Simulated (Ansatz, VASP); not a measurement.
# Two plane-wave programs on Al2Cu

```xyz
3
Lattice="-2.0177 2.0177 2.8534 2.0177 -2.0177 2.8534 2.0177 2.0177 -2.8534" Properties=species:S:1:pos:R:3 pbc="T T T"
Al    0.0000    2.0177    1.4267
Al    2.0177    0.0000    1.4267
Cu    0.0000    0.0000    2.8534
```

Alike in both runs: functional PBE; dispersion D3(BJ); k mesh 16 × 16 × 16; occupations gaussian, width 0.1 eV; no spin polarisation.

Ansatz relaxed the structure, and its values are those at the end. VASP's run is a single point on that final structure, the one shown.

```csv
,VASP,Ansatz
version,VASP 6.6.1,Ansatz 0.2.0
potentials or method,"VASP PAW PBE potentials, release 64 (Al, Cu)","scalar-relativistic, plane waves, PAW"
plane-wave cutoff (eV),520,420
valence electrons in the cell,17,25
```

Ansatz gave:

| Property | Result |
| --- | --- |
| gap on the k mesh at the Fermi level (eV) | none |
| pressure (GPa) | 0.0 |

**Question.** Estimate VASP's values.

**Answer.** gap on the k mesh at the Fermi level (eV): none; pressure (GPa): 0.1.

A gap of «none» marks a metal or a gap that the smearing closes. The two sets of potentials don't hold the same shells in valence.

Caveats: pairwise dispersion overbinds metals, which lowers pressure and volume.
